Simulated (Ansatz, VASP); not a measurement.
**Sr in VASP and in Ansatz**

INCAR

```
ALGO = Normal
EDIFF = 1E-6
ENCUT = 520
GGA = CA
ISIF = 2
ISMEAR = 0
LASPH = True
LCHARG = True
LELF = True
LREAL = False
LVHAR = True
LWAVE = False
NBANDS = 17
NELM = 100
PREC = Accurate
SIGMA = 0.1
```

File KPOINTS:

```
k-points
0
Gamma
  6 6 4
```

Contents of POSCAR:

```
Sr
1.0
    4.3100002207      0.0000000000      0.0000000000
   -2.1550001104      3.7325696814      0.0000000000
    0.0000000000      0.0000000000      7.0500000000
Sr
2
Direct
    0.3333333333      0.6666666667      0.2500000000
    0.6666666667      0.3333333333      0.7500000000
```

Input for Ansatz:

```yaml
crystal:
  lattice:
    - [4.3100002207, 0.0, 0.0]
    - [-2.1550001104, 3.7325696814, 0.0]
    - [0.0, 0.0, 7.05]
  atoms:
    - { symbol: Sr, position: [0.3333333333, 0.6666666667, 0.25] }
    - { symbol: Sr, position: [0.6666666667, 0.3333333333, 0.75] }
basis:
  ecutwfc: 420
kpoints:
  mp_grid: { grid: [6, 6, 4] }
hamiltonian:
  xc: lda
scf:
  occupations: { method: gaussian, width: 0.1 }
output:
  forces: true
  stress: true
  eigenvalues: true
```

This isn't the form of Sr at room conditions, which is fcc.

Alike in both runs: task single point; functional LDA; k mesh 6 × 6 × 4; occupations gaussian, width 0.1 eV; no spin polarisation.

```csv
,VASP,Ansatz
version,VASP 6.6.1,Ansatz 0.2.0
potentials or method,"VASP PAW LDA potentials, release 64 (Sr_sv)","scalar-relativistic, plane waves, PAW"
plane-wave cutoff (eV),520,420
valence electrons in the cell,20,20
```

```csv
,VASP,Ansatz,Ansatz less VASP
gap on the k mesh at the Fermi level (eV),none,none,-
pressure (GPa),-1.5,-1.5,+0.01
largest component of the traceless stress (GPa),0.07,0.06,-0.007
```

A gap of «none» marks a metal or a gap that the smearing closes.
